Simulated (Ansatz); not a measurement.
Input file for Ansatz (a first-principles code):

Ansatz 0.2 input:
```yaml
crystal:
  lattice:
    - [3.7715221699, 0.0, 0.0]
    - [0.0, 3.7715221699, 0.0]
    - [0.0, 0.0, 3.7715221699]
  atoms:
    - { symbol: La, position: [0.5, 0.5, 0.5] }
    - { symbol: Al, position: [0.0, 0.0, 0.0] }
    - { symbol: O, position: [0.0, 0.5, 0.0] }
    - { symbol: O, position: [0.5, 0.0, 0.0] }
    - { symbol: O, position: [0.0, 0.0, 0.5] }
kpoints:
  mp_grid: { grid: [6, 6, 6] }
basis: { xc_grid: 2 }
hamiltonian:
  xc: pbesol
  pseudopotentials: { azcp: { folder: ./paw }, kind: paw }
scf:
  occupations: { method: fixed }
output:
  optics: { e_range: [0.0, 15.0], de: 0.05, sigma: 0.1, bands: { spectra_wanted_up_to: 12 eV } }
```

Output (shortened):

```
output.optics: the spectra are integrated over the Brillouin zone by k·p interpolation around the k-points, where levels, occupations, output.optics.sigma and …
Pseudopotential: La, paw, valence charge 11
Pseudopotential: Al, paw, valence charge 3
Pseudopotential: O, paw, valence charge 6
Functional definition: PBEsol
Crystal: 5 atoms, lattice volume = 53.648 Å³
Basis set: ecut = 420 eV, 1021 PW (Γ), exchange–correlation on 54×54×54 points (8 copies of the dense FFT grid, shifted against one another)
Bands: 21, of which v1, the nominal top of the filled ones, is band 16 counted from 1 (15 counted from 0)
Symmetry: 48 space group operations
Space group: Pm-3m (ITA 221), of the structure as read, at distance tolerance 3.8e-5 Å
k-points: 20 of 216
SCF iter   1: F=—  HF=-8378.156417 eV  |F-HF|=—  |Δ(HF+E_count)|=         —  Δρ=4.71e-2  dr2=1.39e0  ethr=3.10e-3  ⟨swp⟩=3.1  Hψ=1680  notcnv=0  defer=23
preconditioner: auto → Resta (q_TF=auto, 2.503 Å⁻¹)
SCF iter   2: F=—  HF=-8377.972036 eV  |F-HF|=—  |Δ(HF+E_count)|=   1.84e-1  Δρ=2.74e-2  dr2=4.57e-1  ethr=3.10e-3  ⟨swp⟩=2.0  Hψ=660  notcnv=0  defer=26
SCF iter   3: F=—  HF=-8377.886813 eV  |F-HF|=—  |Δ(HF+E_count)|=   8.52e-2  Δρ=1.50e-2  dr2=9.49e-2  ethr=1.43e-3  ⟨swp⟩=2.3  Hψ=789  notcnv=0  defer=25
SCF iter   4: F=—  HF=-8377.862755 eV  |F-HF|=—  |Δ(HF+E_count)|=   2.41e-2  Δρ=2.58e-3  dr2=4.17e-3  ethr=2.97e-4  ⟨swp⟩=2.1  Hψ=748  notcnv=0  defer=49
SCF iter   5: F=—  HF=-8377.861089 eV  |F-HF|=—  |Δ(HF+E_count)|=   1.67e-3  Δρ=6.91e-4  dr2=2.16e-4  ethr=1.30e-5  ⟨swp⟩=2.2  Hψ=730  notcnv=0  defer=58
SCF iter   6: F=—  HF=-8377.861066 eV  |F-HF|=—  |Δ(HF+E_count)|=   2.39e-5  Δρ=9.05e-5  dr2=3.31e-6  ethr=6.75e-7  ⟨swp⟩=2.0  Hψ=769  notcnv=0  defer=59
SCF iter   7: F=—  HF=-8377.861121 eV  |F-HF|=—  |Δ(HF+E_count)|=   5.54e-5  Δρ=1.44e-5  dr2=1.13e-7  ethr=1.03e-8  ⟨swp⟩=2.0  Hψ=707  notcnv=0  defer=21
SCF iter   8: F=—  HF=-8377.861121 eV  |F-HF|=—  |Δ(HF+E_count)|=   2.79e-9  Δρ=2.75e-6  dr2=3.41e-9  ethr=3.54e-10  ⟨swp⟩=2.0  Hψ=696  notcnv=0  defer=21
SCF iter  10: F=-8377.861121 eV  HF=-8377.861121 eV  |F-HF|=1.82e-12  |Δ(HF+E_count)|=  4.91e-11  Δρ=1.19e-7  dr2=5.96e-12  ethr=1.00e-12  ⟨swp⟩=7.8  Hψ=2036  notcnv=0
SCF 1 converged in 10 iterations: F = -8377.861121 eV  dr2 = 5.96e-12
NSCF: frozen V_eff on 20 k-points
Optics k sum: 0 of 20 k-points
Optics k sum: 1 of 20 k-points
Optics k sum: 2 of 20 k-points
Optics k sum: 3 of 20 k-points
Optics k sum: 4 of 20 k-points
Optics k sum: 5 of 20 k-points
Optics k sum: 6 of 20 k-points
Optics k sum: 7 of 20 k-points
Optics k sum: 8 of 20 k-points
Optics k sum: 9 of 20 k-points
Optics k sum: 10 of 20 k-points
Optics k sum: 11 of 20 k-points
Optics k sum: 12 of 20 k-points
Optics k sum: 13 of 20 k-points
Optics k sum: 14 of 20 k-points
Optics k sum: 15 of 20 k-points
Optics k sum: 16 of 20 k-points
Optics k sum: 17 of 20 k-points
Optics k sum: 18 of 20 k-points
Optics k sum: 19 of 20 k-points
Optics k sum: 20 of 20 k-points
Optics k sum: 0 of 20 k-points
Optics k sum: 1 of 20 k-points
Optics k sum: 2 of 20 k-points
Optics k sum: 3 of 20 k-points
Optics k sum: 4 of 20 k-points
Optics k sum: 5 of 20 k-points
Optics k sum: 6 of 20 k-points
Optics k sum: 7 of 20 k-points
Optics k sum: 8 of 20 k-points
Optics k sum: 9 of 20 k-points
Optics k sum: 10 of 20 k-points
Optics k sum: 11 of 20 k-points
Optics k sum: 12 of 20 k-points
Optics k sum: 13 of 20 k-points
Optics k sum: 14 of 20 k-points
Optics k sum: 15 of 20 k-points
Optics k sum: 16 of 20 k-points
Optics k sum: 17 of 20 k-points
Optics k sum: 18 of 20 k-points
Optics k sum: 19 of 20 k-points
Optics k sum: 20 of 20 k-points
WARN: output.optics: on 8 of the rows wanted, those up to 12.000 eV, the energy-loss function is not bounded in the bands left out, and is left empty along …
SCF converged after 10 iterations
Free energy (F): -8377.861121 eV
Harris-Foulkes:  -8377.861121 eV  (|F-HF|=1.82e-12)
Internal energy: -8377.861121 eV  (E = F + TS)
E sigma→0 (E₀):  -8377.861121 eV
Fermi energy:    11.473804 eV
--- Per-component energies (eV) ---
  E_band       = 77.844806
  E_kinetic    = 726.048458
  E_local      = -989.180584  (includes V_loc(G=0)·N_el)
  E_nonlocal   = 256.236521
  E_hartree    = 374.004599
  E_xc         = -397.166720
  E_vxc        = -453.972698  (∫ρ·V_xc dr)
  E_paw        = -6257.617953  (= ΣΔE_a)
  E_vpaw       = -209.298508  (= ΣTr[D̂ρ^β])
  E_aug_tail   = 0.002373  (compensation charges beyond the density's cutoff)
  E_ewald      = -2090.481854
  E_core_change = 0.294039  (= ΣΔE_core)
  E_smearing   =  0.000000  (= −TS)
  E_closure    =  0.000000  (closes the sum)
  Σ components = -8377.861121   (vs F -8377.861121, Δ=0.00e0)
  [band-id]    e_kinetic+e_local+e_nonlocal+2·e_hartree+e_vxc+e_vpaw+e_augmentation_tail = 77.844759   (vs E_band 77.844806, Δ=-4.64e-5)
--- Band table (eV; the first three rows and the last of 20) ---
  k-point 0: bands = ["-18.8310", "-6.6191", "-4.5057", "-4.5057", "-2.3987", "-2.3987", "-2.3987", "7.0309", "7.0309", "7.0309", "9.9889", "9.9889", "9.9889", "11.3829", "11.3829", "11.3829", "14.9226", "14.9226", "16.1625", "16.4187", "16.4187"]
  k-point 1: bands = ["-18.8052", "-6.7035", "-4.8165", "-4.4877", "-2.3503", "-2.3503", "-2.0011", "6.9658", "6.9658", "7.0478", "9.5998", "9.8116", "9.8116", "10.8229", "11.1869", "11.1869", "15.3053", "15.4517", "16.1043", "16.3490", "16.3490"]
  k-point 2: bands = ["-18.7528", "-6.9353", "-5.1366", "-4.4511", "-2.2499", "-2.2499", "-1.4667", "6.7719", "6.7719", "7.2787", "8.9824", "9.6840", "9.6874", "9.6874", "10.7218", "10.7218", "15.7598", "16.0155", "16.0661", "16.2821", "16.2821"]
  k-point 19: bands = ["-18.5648", "-5.2713", "-5.2713", "-5.2713", "-3.0557", "-3.0557", "-3.0557", "3.8320", "9.1041", "9.1041", "9.1041", "10.0127", "10.0127", "11.4738", "11.4738", "11.4738", "16.0226", "16.0226", "16.0226", "16.2935", "16.5817"]
```

Cost: roughly 15 core-seconds on shared cores.

This is a known high-temperature phase of the composition, computed here at zero pressure and temperature. Symmetry was held in the PBEsol relaxation. At this level the phase is dynamically unstable (imaginary phonons). Scalar-relativistic: spin–orbit coupling is off unless named, which matters more the heavier the elements.

Potentials: the earlier of the program's two PAW sets. The files were generated under PBE; for other functionals the program regenerates the frozen cores, and for LDA and PBEsol the local potential too.

Ansatz is a plane-wave DFT program.
